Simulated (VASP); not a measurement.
# Ti (Im-3m) in VASP: further runs

One crystal, Ti, is run at these levels: PBE; tasks: single point.

All numbers are computed with VASP 6.6.1; they aren't measurements. Logs are shortened: lines on timing, memory, paths and dates and some standing lists are left out, and cuts for length are marked.

## Step 1: The structure

The structure is cubic, space group Im-3m (No. 229). The conventional cell has a = 3.282 Å, b = 3.282 Å, c = 3.282 Å, α = 90.00°, β = 90.00°, γ = 90.00°. Ti (site symmetry m-3m) has 8 Ti at 2.84 Å as nearest neighbours.

This isn't the form of Ti at room conditions, which is hcp.

## Step 2: Single point, PBE (volume scaled by 0.96)

INCAR

```
SYSTEM = Ti
  PREC = Accurate
  ENCUT = 520
  EDIFF = 1E-6
  ISMEAR = -1
  SIGMA = 0.05
  LREAL = .FALSE.
  LASPH = .TRUE.
  NELM = 60
  ALGO = Normal
  ISIF = 2
  LWAVE = .FALSE.
  LCHARG = .FALSE.
  GGA = PE
  NBANDS = 12
```

KPOINTS

```
regular mesh
0
G
  11 11 11
  0 0 0
```

POSCAR

```
Ti
1.0
   -1.6188216056      1.6188216056      1.6188216056
    1.6188216056     -1.6188216056      1.6188216056
    1.6188216056      1.6188216056     -1.6188216056
Ti
1
Direct
    0.0000000000      0.0000000000      0.0000000000
```

Potentials or basis: VASP PAW PBE potentials, release 64 (Ti_sv).

The run is started by

```sh
> cat potpaw_PBE.64/Ti_sv/POTCAR > POTCAR
> mpirun -np 1 vasp_std > vasp.out
```

OUTCAR:

```text
SYSTEM = Ti
   PREC = Accurate
   ENCUT = 520
   EDIFF = 1E-6
   ISMEAR = -1
   LREAL = .FALSE.
   LASPH = .TRUE.
   NELM = 60
   ISIF = 2
   GGA = PE

 ion  position               nearest neighbor table
   1  0.000  0.000  0.000-

  LATTYP: Found a body centered cubic cell.
 ALAT       =     3.2376432112

  Lattice vectors:

 A1 = (  -1.6188216056,   1.6188216056,   1.6188216056)
 A2 = (   1.6188216056,  -1.6188216056,   1.6188216056)
 A3 = (   1.6188216056,   1.6188216056,  -1.6188216056)

Analysis of symmetry for initial positions (statically):
=====================================================================
 Subroutine PRICEL returns:
 Original cell was already a primitive cell.

 Routine SETGRP: Setting up the symmetry group for a
 body centered cubic supercell.

 Subroutine GETGRP returns: Found 48 space group operations
 (whereof 48 operations were pure point group operations)
 out of a pool of 48 trial point group operations.

The static configuration has the point symmetry O_h .

Analysis of symmetry for dynamics (positions and initial velocities):
=====================================================================
 Subroutine PRICEL returns:
 Original cell was already a primitive cell.

 Routine SETGRP: Setting up the symmetry group for a
 body centered cubic supercell.

 Subroutine GETGRP returns: Found 48 space group operations
 (whereof 48 operations were pure point group operations)
 out of a pool of 48 trial point group operations.

The dynamic configuration has the point symmetry O_h .

 Subroutine INISYM returns: Found 48 space group operations
 (whereof 48 operations are pure point group operations),
 and found     1 'primitive' translations

----------------------------------------------------------------------------------------

                                     Primitive cell

  volume of cell :      16.9690

  direct lattice vectors                    reciprocal lattice vectors
    -1.618821606  1.618821606  1.618821606     0.000000000  0.308866646  0.308866646
     1.618821606 -1.618821606  1.618821606     0.308866646  0.000000000  0.308866646
     1.618821606  1.618821606 -1.618821606     0.308866646  0.308866646  0.000000000

  length of vectors
     2.803881269  2.803881269  2.803881269     0.436803400  0.436803400  0.436803400

  position of ions in fractional coordinates (direct lattice)
     0.000000000  0.000000000  0.000000000

  ion indices of the primitive-cell ions
   primitive index   ion index
                 1           1

----------------------------------------------------------------------------------------

 KPOINTS: regular mesh

Automatic generation of k-mesh.
 Grid dimensions read from file:
 generate k-points for:   11   11   11

 Generating k-lattice:

  Cartesian coordinates                     Fractional coordinates (reciprocal lattice)
     0.000000000  0.028078786  0.028078786     0.090909091  0.000000000  0.000000000
     0.028078786  0.000000000  0.028078786     0.000000000  0.090909091  0.000000000
     0.028078786  0.028078786  0.000000000     0.000000000  0.000000000  0.090909091

  Length of vectors
     0.039709400  0.039709400  0.039709400

  Shift w.r.t. Gamma in fractional coordinates (k-lattice)
     0.000000000  0.000000000  0.000000000

 Subroutine IBZKPT returns following result:
 ===========================================

 Found     56 irreducible k-points:

 Following reciprocal coordinates:
            Coordinates               Weight
  0.000000  0.000000  0.000000      1.000000
  0.090909  0.000000  0.000000     12.000000
  0.181818  0.000000  0.000000     12.000000
  0.272727  0.000000  0.000000     12.000000
  0.363636  0.000000  0.000000     12.000000
  0.454545  0.000000  0.000000     12.000000
[... 16 lines left out ...]
  0.272727  0.181818  0.090909     48.000000
  0.363636  0.181818  0.090909     24.000000
 [... further k-points ...]
   k-points           NKPTS =     56   k-points in BZ     NKDIM =     56   number of bands    NBANDS=     12
   number of dos      NEDOS =    301   number of ions     NIONS =      1
   total plane-waves  NPLWV =  13824
   dimension x,y,z NGX =    24 NGY =   24 NGZ =   24
   dimension x,y,z NGXF=    48 NGYF=   48 NGZF=   48
   ions per type =               1
   NGX,Y,Z   is equivalent  to a cutoff of  14.23, 14.23, 14.23 a.u.
   NGXF,Y,Z  is equivalent  to a cutoff of  28.46, 28.46, 28.46 a.u.
 SYSTEM =  Ti
   PREC   = accura    normal or accurate (medium, high low for compatibility)
   ISTART =      0    job   : 0-new  1-cont  2-samecut
   ICHARG =      2    charge: 1-file 2-atom 10-const
   ISPIN  =      1    spin polarized calculation?
   LNONCOLLINEAR =      F non collinear calculations
   LSORBIT =      F    spin-orbit coupling
   LASPH  =      T    aspherical Exc in radial PAW
   ENCUT  =  520.0 eV  38.22 Ry    6.18 a.u.   5.21  5.21  5.21*2*pi/ulx,y,z
   NELM   =     60;   NELMIN=  2; NELMDL= -5     # of ELM steps
   EDIFF  = 0.1E-05   stopping-criterion for ELM
   LREAL  =      F    real-space projection
   EDIFFG = 0.1E-04   stopping-criterion for IOM
   NSW    =      0    number of steps for IOM
   IBRION =     -1    ionic relax: 0-MD 1-quasi-New 2-CG
   NFREE  =      0    steps in history (QN), initial steepest desc. (CG)
   ISIF   =      2    stress and relaxation
   ISYM   =      2    0-nonsym 1-usesym 2-fastsym
   POTIM  = 0.5000    time-step for ionic-motion
   TEBEG  =    0.0;   TEEND  =   0.0 temperature during run
   PSTRESS=    0.0 pullay stress
   NELECT =      12.0000    total number of electrons
   NUPDOWN=      -1.0000    fix difference up-down
   EMIN   =  10.00;   EMAX   =-10.00  energy-range for DOS
   EFERMI =   0.00;   METHOD = LEGACY
   ISMEAR =    -1;   SIGMA  =   0.05  broadening in eV -4-tet -1-fermi 0-gaus
   EFERMI_NEDOS =   21; number of points for ismear=-14 and -15
   IALGO  =     38    algorithm
   IMIX   =      4    mixing-type and parameters
     AMIX     =   0.40;   BMIX     =  1.00
     AMIX_MAG =   1.60;   BMIX_MAG =  1.00
  volume/ion in A,a.u.               =      16.97       114.51
  Fermi-wavevector in a.u.,A,eV,Ry     =   1.458533  2.756228 28.943925  2.127318
  Thomas-Fermi vector in A             =   2.575206
   LORBIT       =      0    0 simple, 1 ext, 2 COOP (PROOUT), +10 PAW based schemes
   GGA     = PE    functional components
   LHFCALC =     F    Hartree Fock is set to
   AEXX    =    0.0000 exact exchange contribution
   IVDW    =     0    specifies the selected vdW correction
   LEPSILON=     F    determine dielectric tensor
   LRPA    =     F    only Hartree local field effects (RPA)
 non-spin polarized calculation
  energy-cutoff  :      520.00
  volume of cell :       16.97
 maximum number of plane-waves:       470
 NGX is ok and might be reduce to    24
   NGX = 11   NGY = 11   NGZ = 11

 number of electron      11.9999996 magnetization

 Free energy of the ion-electron system (eV)
  ---------------------------------------------------
  ext. energy  EPLUGINS =         0.00000000
  ---------------------------------------------------
  free energy    TOTEN  =        -7.73230807 eV

  energy without entropy =       -7.71152116  energy(sigma->0) =       -7.72191462

 E-fermi :   8.3243     XC(G=0): -11.6023

 val. band max:        8.3118938166   @ k =  -0.4545  -0.4545   0.0909
 cond. band min:       8.3571108274   @ k =  -0.4545  -0.4545   0.0909
 fundamental gap:      0.0452170109
 Fermi energy:         8.3243271742

 k-point     1 :       0.0000    0.0000    0.0000
  band No.  band energies     occupation
      1     -48.1469      2.00000
      2     -23.9758      2.00000
      3     -23.9758      2.00000
      4     -23.9758      2.00000
      5       2.3260      2.00000
      6       9.3452      0.00000
      7       9.3452      0.00000
      8       9.3452      0.00000
      9      11.1539      0.00000
     10      11.1539      0.00000
     11      25.9073      0.00000
     12      25.9073      0.00000

 k-point     2 :       0.0909    0.0000    0.0000
  band No.  band energies     occupation
      1     -48.1355      2.00000
      2     -24.0357      2.00000
      3     -23.9941      2.00000
      4     -23.9761      2.00000
      5       2.6132      2.00000
      6       9.2140      0.00000
      7       9.3021      0.00000
      8       9.5557      0.00000
      9      11.0098      0.00000
     10      11.1624      0.00000
     11      25.4837      0.00000
     12      25.8591      0.00000

 k-point     3 :       0.1818    0.0000    0.0000
  band No.  band energies     occupation
      1     -48.1051      2.00000
      2     -24.1943      2.00000
      3     -24.0430      2.00000
      4     -23.9772      2.00000
      5       3.4165      2.00000
      6       8.8802      0.00003
      7       9.0748      0.00000
      8      10.1545      0.00000
      9      10.8289      0.00000
     10      11.2003      0.00000
     11      24.0536      0.00000
     12      25.2405      0.00000
[... 286 lines left out ...]
 k-point    23 :       0.2727    0.1818    0.0909
  band No.  band energies     occupation
      1     -48.0031      2.00000
      2     -24.5671      2.00000
      3     -24.2499      2.00000
      4     -24.0863      2.00000
      5       6.7576      2.00000
      6       7.7496      1.99998
      7       8.1162      1.96934
      8      11.2842      0.00000
      9      11.5195      0.00000
     10      14.0774      0.00000
     11      18.4450      0.00000
     12      20.0169      0.00000

 k-point    24 :       0.3636    0.1818    0.0909
  band No.  band energies     occupation
      1     -47.9950      2.00000
      2     -24.5690      2.00000
      3     -24.2978      2.00000
      4     -24.0912      2.00000
      5       6.8418      2.00000
      6       7.7138      1.99999
      7       8.3983      0.37122
      8      11.3477      0.00000
      9      11.5481      0.00000
     10      14.8373      0.00000
     11      17.1713      0.00000
     12      19.7040      0.00000

 [... further k-points ...]

------------------------ aborting loop because EDIFF is reached ----------------------------------------

  FORCE on cell =-STRESS in cart. coord.  units (eV):
  Direction    XX          YY          ZZ          XY          YZ          ZX
  --------------------------------------------------------------------------------------
  -------------------------------------------------------------------------------------
  Total        0.1541501      0.1541501      0.1541501      0.0000000      0.0000000      0.0000000
  in kB       14.5544999     14.5544999     14.5544999      0.0000000      0.0000000      0.0000000
  external PRESSURE =      14.5544999 kB  Pullay stress =       0.0000000 kB

 VOLUME and BASIS-vectors are now :
 -----------------------------------------------------------------------------
  energy-cutoff  :      520.00
  volume of cell :       16.97
      direct lattice vectors                 reciprocal lattice vectors
    -1.618821606  1.618821606  1.618821606     0.000000000  0.308866646  0.308866646
     1.618821606 -1.618821606  1.618821606     0.308866646  0.000000000  0.308866646
     1.618821606  1.618821606 -1.618821606     0.308866646  0.308866646  0.000000000

 POSITION                                       TOTAL-FORCE (eV/Angst)
 -----------------------------------------------------------------------------------
      0.00000      0.00000      0.00000         0.000000     -0.000000      0.000000
 -----------------------------------------------------------------------------------
    total drift:                                0.000000     -0.000000      0.000000

  FREE ENERGIE OF THE ION-ELECTRON SYSTEM (eV)
  ---------------------------------------------------
  free  energy   TOTEN  =        -7.7323080728 eV

  energy  without entropy=       -7.7115211590  energy(sigma->0) =       -7.72191462
```

It took 32 s on 1 thread of AMD EPYC, shared host; peak memory 0.1 GiB.

Results:

* Free energy: -7.7323 eV
* Pressure: 1.5 GPa
* Band gap on the k mesh: none (metal or under the smearing width)

Levels at points of the mesh, in eV from the Fermi level:
| k point | band 4 | band 5 | band 6 | band 7 | band 8 | band 9 |
| --- | --- | --- | --- | --- | --- | --- |
| (0.00, 0.00, 0.00) | -32.30 | -6.00 | 1.02 | 1.02 | 1.02 | 2.83 |

## Step 3: Single point, PBE

INCAR

```
SYSTEM = Ti
PREC = Accurate ; ENCUT = 520
EDIFF = 1E-6 ; ISMEAR = -1
SIGMA = 0.05 ; LREAL = .FALSE.
LASPH = .TRUE. ; NELM = 100
ALGO = Normal ; ISIF = 2
LWAVE = .FALSE. ; LCHARG = .TRUE.
GGA = PE ; LELF = .TRUE.
LVHAR = .TRUE. ; NBANDS = 12
```

KPOINTS

```
Automatic mesh
0
G
  11 11 11
  0 0 0
```

POSCAR

```
Ti
1.0
   -1.6410000000      1.6410000000      1.6410000000
    1.6410000000     -1.6410000000      1.6410000000
    1.6410000000      1.6410000000     -1.6410000000
Ti
1
Direct
    0.0000000000      0.0000000000      0.0000000000
```

Potentials or basis: VASP PAW PBE potentials, release 64 (Ti_sv).

The run is started by

```sh
> cat potpaw_PBE.64/Ti_sv/POTCAR > POTCAR
> mpirun -np 1 vasp_std > vasp.out
```

OUTCAR:

```text
SYSTEM = Ti
   PREC = Accurate
   ENCUT = 520
   EDIFF = 1E-6
   ISMEAR = -1
   LREAL = .FALSE.
   LASPH = .TRUE.
   NELM = 100
   ISIF = 2
   GGA = PE

 ion  position               nearest neighbor table
   1  0.000  0.000  0.000-

  LATTYP: Found a body centered cubic cell.
 ALAT       =     3.2820000000

  Lattice vectors:

 A1 = (  -1.6410000000,   1.6410000000,   1.6410000000)
 A2 = (   1.6410000000,  -1.6410000000,   1.6410000000)
 A3 = (   1.6410000000,   1.6410000000,  -1.6410000000)

Analysis of symmetry for initial positions (statically):
=====================================================================
 Subroutine PRICEL returns:
 Original cell was already a primitive cell.

 Routine SETGRP: Setting up the symmetry group for a
 body centered cubic supercell.

 Subroutine GETGRP returns: Found 48 space group operations
 (whereof 48 operations were pure point group operations)
 out of a pool of 48 trial point group operations.

The static configuration has the point symmetry O_h .

Analysis of symmetry for dynamics (positions and initial velocities):
=====================================================================
 Subroutine PRICEL returns:
 Original cell was already a primitive cell.

 Routine SETGRP: Setting up the symmetry group for a
 body centered cubic supercell.

 Subroutine GETGRP returns: Found 48 space group operations
 (whereof 48 operations were pure point group operations)
 out of a pool of 48 trial point group operations.

The dynamic configuration has the point symmetry O_h .

 Subroutine INISYM returns: Found 48 space group operations
 (whereof 48 operations are pure point group operations),
 and found     1 'primitive' translations

----------------------------------------------------------------------------------------

                                     Primitive cell

  volume of cell :      17.6761

[... 111 lines left out ...]
   GGA     = PE    functional components
   LHFCALC =     F    Hartree Fock is set to
   AEXX    =    0.0000 exact exchange contribution
   IVDW    =     0    specifies the selected vdW correction
   LEPSILON=     F    determine dielectric tensor
   LRPA    =     F    only Hartree local field effects (RPA)
 non-spin polarized calculation
  energy-cutoff  :      520.00
  volume of cell :       17.68
 maximum number of plane-waves:       486
 NGX is ok and might be reduce to    24
   NGX = 11   NGY = 11   NGZ = 11

 number of electron      12.0000001 magnetization

 Free energy of the ion-electron system (eV)
  ---------------------------------------------------
  ext. energy  EPLUGINS =         0.00000000
  ---------------------------------------------------
  free energy    TOTEN  =        -7.72948728 eV

  energy without entropy =       -7.70680669  energy(sigma->0) =       -7.71814699

 E-fermi :   7.9017     XC(G=0): -11.4107

 val. band max:        7.9005683125   @ k =  -0.4545  -0.4545   0.0909
 cond. band min:       7.9030585672   @ k =  -0.4545  -0.4545   0.0909
 fundamental gap:      0.0024902547
 Fermi energy:         7.9016817476

 k-point     1 :       0.0000    0.0000    0.0000
  band No.  band energies     occupation
      1     -48.6544      2.00000
      2     -24.5310      2.00000
      3     -24.5310      2.00000
      4     -24.5310      2.00000
      5       1.9901      2.00000
      6       8.8819      0.00000
      7       8.8819      0.00000
      8       8.8819      0.00000
      9      10.6012      0.00000
     10      10.6012      0.00000
     11      25.1909      0.00000
     12      25.1909      0.00000
[... 331 lines left out ...]
 k-point    24 :       0.3636    0.1818    0.0909
  band No.  band energies     occupation
      1     -48.5259      2.00000
      2     -25.0503      2.00000
      3     -24.8134      2.00000
      4     -24.6316      2.00000
      5       6.4708      2.00000
      6       7.3262      1.99998
      7       7.9291      0.73220
      8      10.7772      0.00000
      9      10.9660      0.00000
     10      14.1056      0.00000
     11      16.3206      0.00000
     12      18.8601      0.00000

 [... further k-points ...]

------------------------ aborting loop because EDIFF is reached ----------------------------------------

  FORCE on cell =-STRESS in cart. coord.  units (eV):
  Direction    XX          YY          ZZ          XY          YZ          ZX
  --------------------------------------------------------------------------------------
  -------------------------------------------------------------------------------------
  Total       -0.3013303     -0.3013303     -0.3013303     -0.0000000     -0.0000000     -0.0000000
  in kB      -27.3128910    -27.3128910    -27.3128910     -0.0000000     -0.0000000     -0.0000000
  external PRESSURE =     -27.3128910 kB  Pullay stress =       0.0000000 kB

 VOLUME and BASIS-vectors are now :
 -----------------------------------------------------------------------------
  energy-cutoff  :      520.00
  volume of cell :       17.68
      direct lattice vectors                 reciprocal lattice vectors
    -1.641000000  1.641000000  1.641000000     0.000000000  0.304692261  0.304692261
     1.641000000 -1.641000000  1.641000000     0.304692261  0.000000000  0.304692261
     1.641000000  1.641000000 -1.641000000     0.304692261  0.304692261  0.000000000

 POSITION                                       TOTAL-FORCE (eV/Angst)
 -----------------------------------------------------------------------------------
      0.00000      0.00000      0.00000        -0.000000      0.000000      0.000000
 -----------------------------------------------------------------------------------
    total drift:                               -0.000000      0.000000      0.000000

  FREE ENERGIE OF THE ION-ELECTRON SYSTEM (eV)
  ---------------------------------------------------
  free  energy   TOTEN  =        -7.7294872822 eV

  energy  without entropy=       -7.7068066918  energy(sigma->0) =       -7.71814699
```

OSZICAR:

```text
N       E                     dE             d eps       ncg     rms          rms(c)
DAV:   1     0.861410189873E+02    0.86141E+02   -0.65794E+03  1344   0.120E+03
DAV:   2    -0.427249320926E+01   -0.90414E+02   -0.87814E+02  1372   0.295E+02
DAV:   3    -0.870285854809E+01   -0.44304E+01   -0.43807E+01  1860   0.652E+01
DAV:   4    -0.880145498570E+01   -0.98596E-01   -0.98508E-01  1520   0.851E+00
DAV:   5    -0.880402831146E+01   -0.25733E-02   -0.25733E-02  1616   0.116E+00    0.815E+00
DAV:   6    -0.772110312668E+01    0.10829E+01   -0.26575E+00  1444   0.227E+01    0.202E+00
DAV:   7    -0.771997961880E+01    0.11235E-02   -0.68286E-02  1596   0.267E+00    0.124E+00
DAV:   8    -0.772902145170E+01   -0.90418E-02   -0.34151E-02  1416   0.216E+00    0.107E-01
DAV:   9    -0.772948170561E+01   -0.46025E-03   -0.25118E-03  1632   0.491E-01    0.755E-02
DAV:  10    -0.772950750163E+01   -0.25796E-04   -0.26453E-04  1456   0.182E-01    0.154E-02
DAV:  11    -0.772948700716E+01    0.20494E-04   -0.27102E-05  1524   0.827E-02    0.761E-03
DAV:  12    -0.772948728223E+01   -0.27507E-06   -0.19179E-06  1444   0.164E-02
   1 F= -.77294873E+01 E0= -.77181470E+01  d E =-.226806E-01
```

stdout:

```text
POSCAR found type information on POSCAR Ti
 POSCAR found :  1 types and       1 ions
 scaLAPACK will be used
 LDA part: xc-table for (Slater+PW92), standard interpolation
 POSCAR, INCAR and KPOINTS ok, starting setup
 FFT: planning ... GRIDC
 FFT: planning ... GRID_SOFT
 FFT: planning ... GRID
 WAVECAR not read
 entering main loop
```

It took 32 s on 1 thread of AMD EPYC, shared host; peak memory 0.11 GiB.

What came out:

```
Free energy            : -7.7295 eV
Pressure               : -2.7 GPa
Band gap on the k mesh : none (metal or under the smearing width)
```
